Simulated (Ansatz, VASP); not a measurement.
**One calculation of WS2 (Tungstenite), two programs**

The input INCAR:

```
SYSTEM = WS2
PREC     = Accurate       ! precision mode
ENCUT    = 520            ! plane-wave cutoff, eV
EDIFF    = 1E-6           ! SCF threshold, eV
ISMEAR   = -1             ! smearing method
SIGMA    = 0.05           ! smearing width, eV
LREAL    = .FALSE.        ! projectors in reciprocal space
LASPH    = .TRUE.         ! aspherical terms in the spheres
NELM     = 80             ! most SCF steps
ALGO     = Normal         ! electronic algorithm
ISIF     = 2              ! what is computed and relaxed
LWAVE    = .FALSE.        ! write WAVECAR
LCHARG   = .TRUE.         ! write CHGCAR
GGA      = CA             ! functional
LELF     = .TRUE.         ! ELF
LVHAR    = .TRUE.       
NBANDS   = 35             ! bands
```

The input KPOINTS:

```
regular mesh
0
G
  10 10 3
  0 0 0
```

Contents of POSCAR:

```
WS2
1.0
    3.1370217585      0.0000000000      0.0000000000
   -1.5685108793      2.7167405351      0.0000000000
    0.0000000000      0.0000000000     12.3310603717
W S
2 4
Direct
    0.6666666667      0.3333333333      0.7500000000
    0.3333333333      0.6666666667      0.2500000000
    0.6666666667      0.3333333333      0.3750000000
    0.3333333333      0.6666666667      0.8750000000
    0.6666666667      0.3333333333      0.1250000000
    0.3333333333      0.6666666667      0.6250000000
```

The input input.yaml:

```yaml
crystal:
  lattice:
    - [3.1370217585, 0.0, 0.0]
    - [-1.5685108793, 2.7167405351, 0.0]
    - [0.0, 0.0, 12.3310603717]
  atoms:
    - { symbol: W, position: [0.6666666667, 0.3333333333, 0.75] }
    - { symbol: W, position: [0.3333333333, 0.6666666667, 0.25] }
    - { symbol: S, position: [0.6666666667, 0.3333333333, 0.375] }
    - { symbol: S, position: [0.3333333333, 0.6666666667, 0.875] }
    - { symbol: S, position: [0.6666666667, 0.3333333333, 0.125] }
    - { symbol: S, position: [0.3333333333, 0.6666666667, 0.625] }
hamiltonian:
  xc: lda
  pseudopotentials: { kind: paw, xc_functional: lda, accuracy: standard }
kpoints:
  mp_grid: { grid: [10, 10, 3] }
scf:
  occupations: { method: fermi_dirac, width: 0.05 }
output:
  forces: true
  stress: true
  eigenvalues: true
```

Alike in both runs: task single point; functional LDA; k mesh 10 × 10 × 3; occupations fermi-dirac, width 0.05 eV; no spin polarisation.

```csv
,VASP,Ansatz
version,VASP 6.6.1,Ansatz 0.2.0
potentials or method,"VASP PAW LDA potentials, release 64 (W_sv, S)",JTH PAW LDA
plane-wave cutoff (eV),520,1290
valence electrons in the cell,52,52
```

Ansatz gave:

```
gap on the k mesh at the Fermi level (eV)       : 1.01
least direct gap on the mesh (eV)               : 2.18
pressure (GPa)                                  : 1.1
largest component of the traceless stress (GPa) : 1.67
rms of the force components (eV/Å)              : 0.178
```

Question: Which values does VASP return?

Answer: gap on the k mesh at the Fermi level (eV): 1.01; least direct gap on the mesh (eV): 2.18; pressure (GPa): 1.5; largest component of the traceless stress (GPa): 1.74; rms of the force components (eV/Å): 0.203.

Atom by atom the forces differ by 0.025 eV/Å (rms over components).

Caveats: spin-orbit coupling is left out, which moves the levels of the heavy elements; an odd mesh through Γ misses points on the zone boundary, where band edges often lie (VASP); odd divisions of the mesh miss points on the zone boundary, where band edges often lie, so the gap on the mesh can be too wide (Ansatz). As with any semilocal functional, this LDA gap is likely too small.
